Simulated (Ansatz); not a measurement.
Convergence of BAs

```
B As
1.0
     0.00000    2.40963    2.40963
     2.40963    0.00000    2.40963
     2.40963    2.40963    0.00000
B As
1 1
Direct
  0.75000 0.75000 0.75000
  0.00000 0.00000 0.00000
```

Atom numbers follow the list: B1, As2.

The cell is the one relaxed in the Materials Project (mp-10044), not relaxed further here; entries there can be hypothetical.

Method: DFT, LDA, PAW with Ansatz's default frozen-core files, scalar-relativistic in Ansatz 0.2.0.

The runs use a Γ-centred 11×11×11 k mesh, Fermi–Dirac smearing of 0.01 eV, cutoff 420 eV, no spin polarisation; the PAW files were made with PBE, and the program remakes their frozen cores for this functional. One setting is then changed at a time.

| k mesh | free energy less the base's (meV/atom) | P (GPa) | gap on the mesh (eV) |
| --- | --- | --- | --- |
| 11×11×11 (base) | 0.0 | -7.19 | 1.181 |
| 3×3×3 | 316 | -5.14 | ? |
| 6×6×6 | 9.5 | -7.17 | 1.246 |
| 8×8×8 | 1.2 | -7.20 | 1.165 |
| 15×15×15 | -0.1 | -7.19 | ? |

Problem. What belongs in the row "3×3×3", column "gap on the mesh (eV)"?

Solution. 1.191.

Problem. What belongs in the row "15×15×15", column "gap on the mesh (eV)"?

Solution. 1.152.
